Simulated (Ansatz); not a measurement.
# HfB2 (P6/mmm): scan of the energy under strain from a Python script

What does a strain cost in HfB2 (P6/mmm)? A script is to give a scan of the energy under strain; the system is HfB2 (P6/mmm).

All numbers are computed with the Python package of Ansatz 0.2.0. Level of theory: DFT PBE, plane waves, PAW.

## 1. The system

Symmetry: P6/mmm, No. 191, hexagonal system. Conventional cell: a = 3.140 Å, b = 3.140 Å, c = 3.480 Å, α = 90.00°, β = 90.00°, γ = 120.00°. Hf (site symmetry 6/mmm) has 12 B at 2.51 Å as nearest neighbours. B (site symmetry -6m2) has 3 B at 1.81 Å and 6 Hf at 2.51 Å as nearest neighbours.

No structure file is read: the coordinates are typed or built in the script.

## 2. The script

The input, strain.py:

```python
'''A shear strain scan of HfB2.'''

import ansatz as az
import numpy as np
from tabulate import tabulate

vectors0 = np.array([
    [3.14, 0.0, 0.0],
    [-1.57, 2.71932, 0.0],
    [0.0, 0.0, 3.48],
])
sites = [
    ('Hf', (0.0, 0.0, 0.0)),
    ('B', (1 / 3, 2 / 3, 0.5)),
    ('B', (2 / 3, 1 / 3, 0.5)),
]


def make_crystal(cell):
    crystal = az.Crystal(lattice=az.Lattice.of(cell))
    for symbol, position in sites:
        crystal = crystal.atom(symbol, position)
    return crystal

# clamped ions: the fractional positions stay as typed
values = np.linspace(-0.05, 0.05, 5)
energies = []
for d in values:
    strain = np.array([[0, d / 2, 0], [d / 2, 0, 0], [0, 0, 0]])
    cell = vectors0 @ (np.eye(3) + strain)
    model = (
        make_crystal(cell).calculation()
        .occupations(az.OccupationsMethod.COLD)
        .functional('pbe')
        .basis(520)
        .kpoints(13, 13, 10)
    )
    data = model.run(threads=1, backend='cpu').report
    energies.append(data['free_energy_ev'] / len(sites))
    print(f'd = {d:+.4f}  F = {energies[-1]:.5f} eV/atom')
energies = np.array(energies)

print(tabulate(zip(values, 1000 * (energies - energies.min())), headers=['strain', 'dE (meV/atom)'], floatfmt='.3f'))
curvature = 2 * np.polyfit(values, energies, 3)[1]
volume = abs(np.linalg.det(vectors0)) / len(sites)
print(f'd2E/dd2 over the volume: {curvature / volume * 160.21766:.1f} GPa')
```

## 3. The calls as engine input

The engine receives this input (first run):

```yaml
crystal:
  lattice:
    - [3.14, -0.07850000000000001, 0.0]
    - [-1.637983, 2.75857, 0.0]
    - [0.0, 0.0, 3.48]
  atoms:
    - { symbol: Hf, position: [0.0, 0.0, 0.0] }
    - { symbol: B, position: [0.3333333333333333, 0.6666666666666666, 0.5] }
    - { symbol: B, position: [0.6666666666666666, 0.3333333333333333, 0.5] }
basis:
  ecutwfc: 520.0
kpoints:
  mp_grid:
    grid: [13, 13, 10]
hamiltonian:
  xc: pbe
scf:
  occupations:
    method: cold
```

## 4. Running it

Launch:

```
> python strain.py
```

**Question.** How much energy does this shear strain cost, and what curvature follows?

The runs gave:

```
                  quantity           value
curvature under the strain       270.5 GPa
             runs compared               5
           range of energy  20.90 meV/atom
      lowest point, strain           0.000
```

**Reading.** Against the unstrained cell the energy per atom changes by +20.90 meV at one end of the scan and +20.90 meV at the other, and its second derivative over the volume is 270.5 GPa. Notes:
- The curvature belongs to this strain pattern and to the cell's stress; it equals a single elastic constant only for simple patterns.
- In a metal a curvature from energy changes of a few meV or less hangs on mesh and smearing, in size and even in sign.
- Spin-orbit coupling, which matters for elements this heavy, is left out.
- The ions keep their fractional positions (clamped ions).
